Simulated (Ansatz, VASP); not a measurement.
## Two plane-wave programs on MoSe

```
CELL_PARAMETERS angstrom
3.10723 0.00000 0.00000
0.00000 3.10723 0.00000
0.00000 0.00000 3.10723
ATOMIC_POSITIONS crystal
Mo 0.00000 0.00000 0.00000
Se 0.50000 0.50000 0.50000
```

Alike in both runs: functional PBEsol; k mesh 14 × 14 × 14; occupations gaussian, width 0.1 eV; no spin polarisation.

Ansatz relaxed the structure, and its values are those at the end. VASP's run is a single point on that final structure, the one shown.

|  | VASP | Ansatz |
| --- | --- | --- |
| version | VASP 6.6.1 | Ansatz 0.2.0 |
| potentials or method | VASP PAW PBE potentials, release 64 (Mo_sv, Se) | scalar-relativistic, plane waves, PAW |
| plane-wave cutoff (eV) | 520 | 420 |
| valence electrons in the cell | 20 | 30 |

```tsv
	VASP	Ansatz	Ansatz less VASP
gap on the k mesh at the Fermi level (eV)	none	none	-
pressure (GPa)	0.5	0.0	-0.48
```

A gap of «none» marks a metal or a gap that the smearing closes. The two sets of potentials don't hold the same shells in valence.

Caveats: the PAW data sets were made with another functional, which shifts forces and pressure a little (VASP).
